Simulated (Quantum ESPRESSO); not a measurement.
# CuI (Marshite) (F-43m) in Quantum ESPRESSO: notebook

One crystal, CuI (Marshite), is run at these levels: PBE, LDA; tasks: phonons.

All numbers are computed with Quantum ESPRESSO 7.5; they aren't measurements. Logs are shortened: lines on timing, memory, paths and dates and some standing lists are left out, and cuts for length are marked.

**What was measured.**

From a printed reference work, data compilation, for a bulk crystal of CuI: high-frequency dielectric constant 4.84.

The runs below are set against these values where they give the same quantity.

**1. The structure**

Symmetry: F-43m, No. 216, cubic system. The conventional cell has a = 6.063 Å, b = 6.063 Å, c = 6.063 Å, α = 90.00°, β = 90.00°, γ = 90.00°. I (site symmetry -43m) has 4 Cu at 2.63 Å as nearest neighbours. Cu (site symmetry -43m) is surrounded by 4 I at 2.63 Å.

**2. Phonons, PBE**

The input, pw.in:

```
&CONTROL
  calculation = 'scf'
  prefix = 'pwscf'
  outdir = './tmp'
  pseudo_dir = './pseudo'
  tprnfor = .true.
  tstress = .true.
  disk_io = 'low'
/
&SYSTEM
  ibrav = 0
  nat = 2
  ntyp = 2
  ecutwfc = 55
  ecutrho = 440
  nbnd = 15
  occupations = 'smearing'
  smearing = 'fd'
  degauss = 0.00367493
/
&ELECTRONS
  conv_thr = 4d-10
  electron_maxstep = 120
  mixing_beta = 0.5
/
ATOMIC_SPECIES
I    126.9045 I.pbe-n-kjpaw_psl.0.2.UPF
Cu    63.5460 Cu.paw.z_11.ld1.psl.v1.0.0-low.upf
CELL_PARAMETERS angstrom
   0.0000000000    3.0315000000    3.0315000000
   3.0315000000    0.0000000000    3.0315000000
   3.0315000000    3.0315000000    0.0000000000
ATOMIC_POSITIONS crystal
I      0.0000000000    0.0000000000    0.0000000000
Cu     0.7500000000    0.7500000000    0.7500000000
K_POINTS automatic
6 6 6 1 1 1
```

The input, relax.in:

```
&CONTROL
  calculation = 'vc-relax'
  prefix = 'pwscf'
  outdir = './tmp'
  pseudo_dir = './pseudo'
  tprnfor = .true.
  tstress = .true.
  disk_io = 'low'
  nstep = 40
  forc_conv_thr = 0.0001
  etot_conv_thr = 1d-06
/
&SYSTEM
  ibrav = 0
  nat = 2
  ntyp = 2
  ecutwfc = 55
  ecutrho = 440
  nbnd = 15
  occupations = 'smearing'
  smearing = 'fd'
  degauss = 0.00367493
/
&ELECTRONS
  conv_thr = 4d-10
  electron_maxstep = 120
  mixing_beta = 0.5
/
&IONS
  ion_dynamics = 'bfgs'
/
&CELL
  cell_dynamics = 'bfgs'
  press = 0
  press_conv_thr = 0.2
/
ATOMIC_SPECIES
I    126.9045 I.pbe-n-kjpaw_psl.0.2.UPF
Cu    63.5460 Cu.paw.z_11.ld1.psl.v1.0.0-low.upf
CELL_PARAMETERS angstrom
   0.0000000000    3.0315000000    3.0315000000
   3.0315000000    0.0000000000    3.0315000000
   3.0315000000    3.0315000000    0.0000000000
ATOMIC_POSITIONS crystal
I      0.0000000000    0.0000000000    0.0000000000
Cu     0.7500000000    0.7500000000    0.7500000000
K_POINTS automatic
6 6 6 1 1 1
```

The input, gamma.in:

```
&CONTROL
  calculation = 'bands'
  prefix = 'pwscf'
  outdir = './tmp'
  pseudo_dir = './pseudo'
  disk_io = 'low'
  verbosity = 'high'
/
&SYSTEM
  ibrav = 0
  nat = 2
  ntyp = 2
  ecutwfc = 55
  ecutrho = 440
  nbnd = 15
  occupations = 'smearing'
  smearing = 'fd'
  degauss = 0.00367493
/
&ELECTRONS
  conv_thr = 1d-08
  electron_maxstep = 120
  mixing_beta = 0.5
  diago_full_acc = .true.
  startingwfc = 'random'
/
ATOMIC_SPECIES
I    126.9045 I.pbe-n-kjpaw_psl.0.2.UPF
Cu    63.5460 Cu.paw.z_11.ld1.psl.v1.0.0-low.upf
CELL_PARAMETERS angstrom
   0.0000000000    3.0423872871    3.0423872871
   3.0423872871    0.0000000000    3.0423872871
   3.0423872871    3.0423872871    0.0000000000
ATOMIC_POSITIONS crystal
I      0.0000000000    0.0000000000    0.0000000000
Cu     0.7500000000    0.7500000000    0.7500000000
K_POINTS crystal
1
0.0 0.0 0.0 1
```

The input, scf2.in:

```
&CONTROL
  calculation = 'scf'
  prefix = 'pwscf'
  outdir = './tmp'
  pseudo_dir = './pseudo'
  tprnfor = .true.
  tstress = .true.
  disk_io = 'low'
/
&SYSTEM
  ibrav = 0
  nat = 2
  ntyp = 2
  ecutwfc = 55
  ecutrho = 440
  nbnd = 15
  occupations = 'fixed'
/
&ELECTRONS
  conv_thr = 1d-13
  electron_maxstep = 120
  mixing_beta = 0.5
  startingpot = 'file'
/
ATOMIC_SPECIES
I    126.9045 I.pbe-n-kjpaw_psl.0.2.UPF
Cu    63.5460 Cu.paw.z_11.ld1.psl.v1.0.0-low.upf
CELL_PARAMETERS angstrom
   0.0000000000    3.0423872871    3.0423872871
   3.0423872871    0.0000000000    3.0423872871
   3.0423872871    3.0423872871    0.0000000000
ATOMIC_POSITIONS crystal
I      0.0000000000    0.0000000000    0.0000000000
Cu     0.7500000000    0.7500000000    0.7500000000
K_POINTS automatic
6 6 6 1 1 1
```

The input, ph.in:

```
phonons of CuI
&INPUTPH
  prefix = 'pwscf'
  outdir = './tmp'
  tr2_ph = 1d-18
  fildyn = 'dyn'
  niter_ph = 90
  alpha_mix(1) = 0.7
  epsil = True
/
0.0000000000 0.0000000000 0.0000000000
```

The input, dynmat.in:

```
&INPUT
  fildyn = 'dyn'
  asr = 'crystal'
  lperm = .true.
  filout = 'dynmat.disp'
  fileig = 'dynmat.eig'
/
```

The input, dynmat_lo.in:

```
&INPUT
  fildyn = 'dyn'
  asr = 'crystal'
  filout = 'dynmat_lo.disp'
  fileig = 'dynmat_lo.eig'
  q(1) = 0
  q(2) = 0
  q(3) = 1
/
```

Potentials or basis: SSSP 1.3 efficiency PBE.

Run with:

```console
OMP_NUM_THREADS=1 pw.x -in pw.in > pw.out
OMP_NUM_THREADS=1 pw.x -in relax.in > relax.out
OMP_NUM_THREADS=1 pw.x -in gamma.in > gamma.out
OMP_NUM_THREADS=1 pw.x -in scf2.in > scf2.out
OMP_NUM_THREADS=1 ph.x -in ph.in > ph.out
OMP_NUM_THREADS=1 dynmat.x -in dynmat.in > dynmat.out
OMP_NUM_THREADS=1 dynmat.x -in dynmat_lo.in > dynmat_lo.out
```

pw.out:

```text
This program is part of the open-source Quantum ESPRESSO suite
     for quantum simulation of materials; please cite
         "P. Giannozzi et al., J. Phys.:Condens. Matter 21 395502 (2009);
         "P. Giannozzi et al., J. Phys.:Condens. Matter 29 465901 (2017);
         "P. Giannozzi et al., J. Chem. Phys. 152 154105 (2020);
     in publications or presentations arising from this work. More details at

     file Cu.paw.z_11.ld1.psl.v1.0.0-low.upf: wavefunction(s)  4S 3D renormalized
     Message from routine setup:
     using ibrav=0 with symmetry is DISCOURAGED, use correct ibrav instead

     G-vector sticks info
     --------------------
     sticks:   dense  smooth     PW     G-vecs:    dense   smooth      PW
     Sum        1981    1003    301                58623    20827    3479

     Using Slab Decomposition

     bravais-lattice index     =            0
     lattice parameter (alat)  =       8.1016  a.u.
     unit-cell volume          =     376.0099 (a.u.)^3
     number of atoms/cell      =            2
     number of atomic types    =            2
     number of electrons       =        18.00
     number of Kohn-Sham states=           15
     kinetic-energy cutoff     =      55.0000  Ry
     charge density cutoff     =     440.0000  Ry
     scf convergence threshold =      4.0E-10
     mixing beta               =       0.5000
     number of iterations used =            8  plain     mixing
     Exchange-correlation= SLA  PW   PBX  PBC
                           (   1   4   3   4   0   0   0)

     celldm(1)=   8.101612  celldm(2)=   0.000000  celldm(3)=   0.000000
     celldm(4)=   0.000000  celldm(5)=   0.000000  celldm(6)=   0.000000

     crystal axes: (cart. coord. in units of alat)
               a(1) = (   0.000000   0.707107   0.707107 )
               a(2) = (   0.707107   0.000000   0.707107 )
               a(3) = (   0.707107   0.707107   0.000000 )

     reciprocal axes: (cart. coord. in units 2 pi/alat)
               b(1) = ( -0.707107  0.707107  0.707107 )
               b(2) = (  0.707107 -0.707107  0.707107 )
               b(3) = (  0.707107  0.707107 -0.707107 )

     PseudoPot. # 1 for I  read from file:
     I.pbe-n-kjpaw_psl.0.2.UPF
     Pseudo is Projector augmented-wave + core cor, Zval =  7.0
     Generated using "atomic" code by A. Dal Corso  v.5.0.99 svn rev. 10869
     Shape of augmentation charge: PSQ
     Using radial grid of 1247 points,  4 beta functions with:
                l(1) =   0
                l(2) =   0
                l(3) =   1
                l(4) =   1
     Q(r) pseudized with 0 coefficients

     PseudoPot. # 2 for Cu read from file:
     Cu.paw.z_11.ld1.psl.v1.0.0-low.upf
     Pseudo is Projector augmented-wave + core cor, Zval = 11.0
     Generated using &quot;atomic&quot; code by A. Dal Corso  v.6.3MaX
     Shape of augmentation charge: PSQ
     Using radial grid of 1199 points,  6 beta functions with:
                l(1) =   0
                l(2) =   0
                l(3) =   1
                l(4) =   1
                l(5) =   2
                l(6) =   2
     Q(r) pseudized with 0 coefficients

     atomic species   valence    mass     pseudopotential
     I                 7.00   126.90450     I ( 1.00)
     Cu               11.00    63.54600     Cu( 1.00)

     24 Sym. Ops. (no inversion) found

   Cartesian axes

     site n.     atom                  positions (alat units)
         1        I      tau(   1) = (   0.0000000   0.0000000   0.0000000  )
         2        Cu     tau(   2) = (   1.0606602   1.0606602   1.0606602  )

     number of k points=    28  Fermi-Dirac smearing, width (Ry)=  0.0037
                       cart. coord. in units 2pi/alat
        k(    1) = (   0.0589256   0.0589256   0.0589256), wk =   0.0185185
        k(    2) = (   0.1767767   0.1767767  -0.0589256), wk =   0.0555556
        k(    3) = (   0.2946278   0.2946278  -0.1767767), wk =   0.0555556
        k(    4) = (  -0.2946278  -0.2946278   0.4124790), wk =   0.0555556
        k(    5) = (  -0.1767767  -0.1767767   0.2946278), wk =   0.0555556
        k(    6) = (  -0.0589256  -0.0589256   0.1767767), wk =   0.0555556
[... 20 lines left out ...]
        k(   27) = (   0.2946278   0.2946278   0.2946278), wk =   0.0185185
        k(   28) = (  -0.2946278  -0.2946278   0.8838835), wk =   0.0555556

     Dense  grid:    58623 G-vectors     FFT dimensions: (  60,  60,  60)

     Smooth grid:    20827 G-vectors     FFT dimensions: (  40,  40,  40)

     Initial potential from superposition of free atoms

     starting charge      17.9997, renormalised to      18.0000
     Starting wfcs are   13 randomized atomic wfcs +    2 random wfcs

     Self-consistent Calculation

     iteration #  1     ecut=    55.00 Ry     beta= 0.50
     Davidson diagonalization with overlap
     ethr =  1.00E-02,  avg # of iterations =  4.8

     Threshold (ethr) on eigenvalues was too large:
     Diagonalizing with lowered threshold

     Davidson diagonalization with overlap
     ethr =  1.71E-04,  avg # of iterations =  2.7

     total energy              =    -592.01531558 Ry
     estimated scf accuracy    <       0.03179848 Ry

     iteration #  2     ecut=    55.00 Ry     beta= 0.50
     Davidson diagonalization with overlap
     ethr =  1.77E-04,  avg # of iterations =  2.1
[... 50 lines left out ...]
     total energy              =    -592.02838946 Ry
     estimated scf accuracy    <          4.7E-10 Ry

     iteration # 10     ecut=    55.00 Ry     beta= 0.50
     Davidson diagonalization with overlap
     ethr =  2.61E-12,  avg # of iterations =  2.0

     End of self-consistent calculation

          k = 0.0589 0.0589 0.0589 (  2643 PWs)   bands (ev):

    -8.2203   2.0061   2.1469   2.1469   3.9659   3.9659   5.4568   5.7548
     5.7548   7.3150  10.5355  10.7106  10.7106  15.0385  15.0393

          k = 0.1768 0.1768-0.0589 (  2607 PWs)   bands (ev):

    -8.0623   1.4284   2.0899   2.1741   3.9397   3.9789   4.7938   5.2778
     5.6183   8.1944  10.5118  11.0082  11.3759  14.0221  14.8246

          k = 0.2946 0.2946-0.1768 (  2592 PWs)   bands (ev):

    -7.7947   0.5441   2.0518   2.1780   3.9592   4.0004   4.2087   4.9798
     5.2577   8.2741  11.1038  11.2790  12.3418  14.7903  15.1272

          k =-0.2946-0.2946 0.4125 (  2575 PWs)   bands (ev):

    -7.6926   0.2395   2.0652   2.1554   3.9809   4.0085   4.0705   4.9713
     5.0383   8.2040  10.9069  11.3578  13.2566  15.1174  16.5046

          k =-0.1768-0.1768 0.2946 (  2589 PWs)   bands (ev):
[... 6 lines left out ...]
    -8.1372   1.7110   2.1309   2.1372   3.9385   3.9813   5.0839   5.5017
     5.5715   7.9772  10.1161  11.1466  11.1785  13.8852  15.2926

          k = 0.2946 0.0589 0.0589 (  2601 PWs)   bands (ev):

    -7.9874   1.2715   2.0909   2.1036   3.8957   4.0072   4.7637   5.1328
     5.1841   8.7709   9.5515  11.7921  11.9746  13.2122  15.7591

          k = 0.4125 0.1768-0.0589 (  2589 PWs)   bands (ev):

    -7.7660   0.7398   1.8764   2.1089   3.8924   4.0256   4.3235   4.6513
     4.9653   9.1507   9.9105  11.4613  12.8027  14.3028  16.7950

          k =-0.1768-0.4125 0.5303 (  2588 PWs)   bands (ev):

    -7.6121   0.4473   1.5999   2.1102   3.9071   3.9944   4.1032   4.5302
     4.8010   9.1604  10.5070  11.9988  13.0029  14.7232  16.7901

          k =-0.0589-0.2946 0.4125 (  2589 PWs)   bands (ev):

    -7.7008   0.6463   1.6345   2.1519   3.9290   3.9832   4.2283   4.4966
     5.0431   9.2830  10.6747  11.2725  12.6207  14.3239  16.4555

          k = 0.0589-0.1768 0.2946 (  2592 PWs)   bands (ev):

    -7.9283   1.0662   2.0025   2.1604   3.9152   4.0024   4.5414   4.9439
     5.3563   8.7353  10.2363  11.4374  11.7758  13.7626  15.6119

          k = 0.5303 0.0589 0.0589 (  2582 PWs)   bands (ev):

    -7.6344   0.4626   1.9638   2.0474   3.8572   4.0570   4.2401   4.5159
     4.5171   8.6811   9.0852  13.2472  14.0564  14.9349  16.9945

          k =-0.0589-0.5303 0.6482 (  2587 PWs)   bands (ev):

    -7.5296   0.3975   1.6423   2.0126   3.8916   3.9933   4.0747   4.3128
     4.5074   8.9661   9.5642  13.1098  14.1299  15.4689  17.2433

          k = 0.0589-0.4125 0.5303 (  2588 PWs)   bands (ev):

    -7.5636   0.6044   1.2887   2.0883   3.8654   3.9773   4.1578   4.3241
     4.7167   9.2901  10.7957  12.1019  13.3438  14.1987  15.9031

          k = 0.1768-0.2946 0.4125 (  2586 PWs)   bands (ev):

    -7.6967   0.4105   1.8884   2.1493   3.9531   3.9989   4.1227   4.7558
     5.0274   8.6897  10.6811  11.6707  12.6502  15.0983  16.0435

          k =-0.6482 0.0589 0.0589 (  2578 PWs)   bands (ev):

    -7.5314   0.2647   1.9238   2.0328   3.9065   4.0515   4.0653   4.3618
     4.3811   8.5742   8.8701  14.3271  15.0376  15.6193  17.2462

          k =-0.5303 0.1768-0.0589 (  2591 PWs)   bands (ev):

    -7.6183   0.5105   1.7380   2.0507   3.8890   4.0202   4.1566   4.4346
     4.6558   9.0905   9.7077  12.0776  13.8697  15.0426  17.5480

          k =-0.4125 0.0589 0.0589 (  2596 PWs)   bands (ev):

    -7.8039   0.8211   2.0268   2.0730   3.8597   4.0357   4.4873   4.7786
     4.8027   8.9264   9.2915  12.2928  12.9660  13.8258  16.3679

          k = 0.1768 0.1768 0.1768 (  2596 PWs)   bands (ev):

    -7.9964   1.1343   2.1592   2.1592   3.9630   3.9630   4.5542   5.4398
     5.4398   8.0294  11.1780  11.1780  11.2444  14.5855  14.5858

          k = 0.2946 0.2946 0.0589 (  2592 PWs)   bands (ev):
[... 21 lines left out ...]
    -7.5917   0.5854   1.4451   2.0617   3.9108   3.9551   4.1607   4.3460
     4.7378   9.6954  10.4052  11.2983  13.7156  14.4234  16.4741

          k =-0.0589-0.2946 0.6482 (  2584 PWs)   bands (ev):

    -7.5277   0.6010   1.3201   1.9754   3.8811   3.9587   4.0908   4.2610
     4.5928   9.7738  10.3941  11.8360  12.9343  15.4568  17.3517

          k =-0.7660 0.1768 0.1768 (  2590 PWs)   bands (ev):

    -7.5414   0.4961   1.4099   2.0877   3.8518   4.0108   4.1020   4.3582
     4.5915   8.8570  10.3751  13.0349  13.5321  14.6192  16.1044

          k = 0.2946 0.2946 0.2946 (  2584 PWs)   bands (ev):

    -7.7457   0.3085   2.1643   2.1643   3.9967   3.9967   4.1105   5.1474
     5.1474   7.9271  11.1786  11.1786  13.0174  14.8257  16.0771

          k =-0.2946-0.2946 0.8839 (  2587 PWs)   bands (ev):

    -7.6498   0.3619   1.7654   2.1539   3.9401   3.9853   4.1080   4.6487
     4.9674   8.7944  10.6733  11.7973  13.0456  15.3116  15.7487

     the Fermi energy is     6.5558 ev

!    total energy              =    -592.02838946 Ry
     total all-electron energy =    -17542.905601 Ry
     estimated scf accuracy    <          3.0E-12 Ry
     smearing contrib. (-TS)   =      -0.00000000 Ry
     internal energy E=F+TS    =    -592.02838946 Ry

     The total energy is F=E-TS. E is the sum of the following terms:
     one-electron contribution =     -68.83318718 Ry
     hartree contribution      =      52.37473174 Ry
     xc contribution           =     -86.43891118 Ry
     ewald contribution        =     -78.80705429 Ry
     one-center paw contrib.   =    -410.32396855 Ry

     convergence has been achieved in  10 iterations

     Forces acting on atoms (cartesian axes, Ry/au):

     atom    1 type  1   force =     0.00000000    0.00000000    0.00000000
     atom    2 type  2   force =    -0.00000000   -0.00000000   -0.00000000

     Total force =     0.000000     Total SCF correction =     0.000000

     Computing stress (Cartesian axis) and pressure

          total   stress  (Ry/bohr**3)                   (kbar)     P=        4.58
   0.00003111  -0.00000000  -0.00000000            4.58       -0.00       -0.00
  -0.00000000   0.00003111  -0.00000000           -0.00        4.58       -0.00
  -0.00000000  -0.00000000   0.00003111           -0.00       -0.00        4.58

=------------------------------------------------------------------------------=
   JOB DONE.
=------------------------------------------------------------------------------=
```

Run time: 9.9 min. Hardware: 1 thread of Arm Neoverse V2, shared host; peak memory 0.27 GiB.

What came out:

| Quantity | Value |
| --- | --- |
| Free energy | -8054.9579 eV |
| Relaxed volume | 28.16 Å³/atom |
| Relaxed cell | a = 4.303 Å, b = 4.303 Å, c = 4.303 Å, α = 60.00°, β = 60.00°, γ = 60.00° |
| Space group after relaxing (to 0.05 Å) | F-43m (No. 216) |
| Pressure after relaxing | 0.0 GPa |
| Electronic dielectric tensor (diagonal) | 6.43 |
| Born charges (mean of the diagonal) | I -1.13; Cu +1.13 e |
| Highest phonon frequency at Γ, LO-TO splitting left out | 127 cm⁻¹ |
| Static dielectric tensor (diagonal) | 8.05 |

The path:
```
step  energy change (eV)  largest force (eV/Å)  pressure (GPa)  volume (Å³)
   1              0.0000                0.0000            0.46        55.72
   2             -0.0003                0.0000            0.37        55.85
   3             -0.0006                0.0000            0.25        55.99
   4             -0.0008                0.0000            0.08        56.21
   5             -0.0008                0.0000            0.00        56.32
   6             -0.0008                0.0000            0.00        56.32
```

Final structure:
```xyz
2
Lattice="0.0000 3.0424 3.0424 3.0424 0.0000 3.0424 3.0424 3.0424 0.0000" Properties=species:S:1:pos:R:3 pbc="T T T"
I     0.0000    0.0000    0.0000
Cu    4.5636    4.5636    4.5636
```

Levels at points of the mesh, in eV from the valence-band top:
```tsv
k point	band 7	band 8	band 9	band 10	band 11	band 12
(0.08, 0.08, 0.08)	-0.29	0.00	0.00	1.53	4.79	4.96
```

Phonon frequencies in cm⁻¹ (negative: imaginary):
| q point | frequencies |
| --- | --- |
| (0.000, 0.000, 0.000) | 1 1 1 127 127 127 |

Electronic dielectric tensor:
```
6.43 0.00 0.00
0.00 6.43 0.00
0.00 0.00 6.43
```

Born effective charge tensors (e):
atom 1, I
```
-1.13  0.00  0.00
 0.00 -1.13  0.00
 0.00  0.00 -1.13
```
atom 2, Cu
```
1.13 0.00 0.00
0.00 1.13 0.00
0.00 0.00 1.13
```

Optical modes at Γ, degenerate ones joined, polar ones without the macroscopic field:
```tsv
cm⁻¹	components	symmetry	active in	IR intensity, summed ((D/Å)²/amu)
127	3	T2	IR and Raman	2.08
```

Zone-centre frequencies without and with the macroscopic field along z (cm⁻¹):
```tsv
	optical modes in rising order
without	127 127 127
with the field	127 127 142
```

Static dielectric tensor, electrons and zone-centre modes:
```
8.05 0.00 0.00
0.00 8.05 0.00
0.00 0.00 8.05
```

(Continued in part 2 of 2.)
